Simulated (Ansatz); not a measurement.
WS₂: a ladder of calculations

Cell of run 1: a COD entry, atoms as given.

```
W S
1.0
     1.57900    0.91164    6.16333
    -1.57900    0.91164    6.16333
     0.00000   -1.82327    6.16333
W S
1 2
Direct
  0.00000 0.00000 0.00000
  0.24970 0.24970 0.24970
  0.41900 0.41900 0.41900
```

Sites (sets of like atoms) are named by element and the number of their first atom in this list.

Relaxed positions (PBE, cell held):

```
CELL_PARAMETERS angstrom
1.57900 0.91164 6.16333
-1.57900 0.91164 6.16333
0.00000 -1.82327 6.16333
ATOMIC_POSITIONS crystal
W 0.00066 0.00066 0.00066
S 0.24886 0.24886 0.24886
S 0.41917 0.41917 0.41917
```

All runs are DFT with Ansatz 0.2.0 (plane waves and PAW, scalar-relativistic unless spin–orbit coupling is named, Γ-centred meshes, Fermi–Dirac smearing where given) in this cell. Start moments of run 1 as typed (μB): 2 on each W, none on the rest.

Run 1: PBE, with a start moment, atoms as given; 420 eV, 16×16×16 k-points, smearing 0.02 eV.
Run 2: PBE, with a start moment, atoms relaxed; 420 eV, 16×16×16 k-points, smearing 0.02 eV.
Run 3: r2SCAN, with a start moment, at the relaxed atoms; 500 eV, 16×16×16 k-points, smearing 0.02 eV.

| run | W V_zz (η) | S2 V_zz (η) | S3 V_zz (η) |
| --- | --- | --- | --- |
| 1 | -17.32 (0.00) | -4.93 (0.00) | -4.15 (0.00) |
| 2 | -16.80 (0.00) | -4.43 (0.00) | -4.25 (0.00) |
| 3 | ? | ? | ? |

V_zz in 10²¹ V/m².

Q: Estimate the row of run 3.

A: W: -16.72 (0.00); S2: -4.50 (0.00); S3: -4.31 (0.00). It lies nearest to run 2, from whose tensors on these sites it differs by 0.08 at most (largest principal value of the difference, on W). Taken one at a time, the positions of the atoms (as given or relaxed) move the tensors on these sites by up to 0.53 (largest principal value of the change, on W), the functional (r2SCAN with its higher cutoff) by 0.08 (W).

Without spin–orbit coupling the gradients at and beside W can be off by some per cent, at some sites by more. In run 3 the program didn't check the stability of the electronic state in full, so a lower one may lie near. In runs 1, 2, 3 the start moments die out. In runs 1, 3 the atoms aren't at the calculated equilibrium (largest force 0.61, 0.26 eV/Å).
